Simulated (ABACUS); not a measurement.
**In under changes of volume**

One of the cells (26.540 Å³/atom); the others are scaled copies at fixed shape and fractional positions:

```xyz
2
Lattice="3.3355 0.0000 0.0000 -1.6677 2.8886 0.0000 0.0000 0.0000 5.5091" Properties=species:S:1:pos:R:3 pbc="T T T"
In    1.6677    0.9629    4.1319
In    0.0000    1.9257    1.3773
```

This isn't the form of In at room conditions, which is tetragonal.

- Program: ABACUS 3.10.1
- Functional: PBEsol
- Potentials or basis: PseudoDojo NC SR 0.4.1 PBEsol standard
- Cutoff: 966 eV
- Density cutoff: 3864 eV
- Basis: plane waves
- k mesh: 9 × 9 × 5
- Occupations: fermi-dirac, width 0.05 eV
- Spin: no spin polarisation

```tsv
volume (Å³/atom)	energy over the lowest point (meV/atom)	pressure (GPa)
24.948	2.50	1.3
25.478	0.00	0.3
26.009	?	?
26.540	4.21	-1.4
27.071	10.08	-2.0
27.602	17.85	-2.5
28.133	27.20	-3.0
```

Problem. What does the run at 26.009 Å³/atom give?

Solution. Energy over the lowest point 0.70 meV/atom; pressure -0.6 GPa.

Worked out: A Birch-Murnaghan fit of order 3 (a polynomial in V^(-2/3)) to the other rows has its minimum at 25.61 Å³/atom with B0 = V·E''(V) = 46 GPa and B' = 7.2 at fixed shape and positions, which overstates the stiffness. It gives 0.73 meV/atom at 26.009 Å³/atom, against the run's 0.70, and -dE/dV = -0.7 GPa, against -0.6.

Energies are extrapolated to zero smearing.
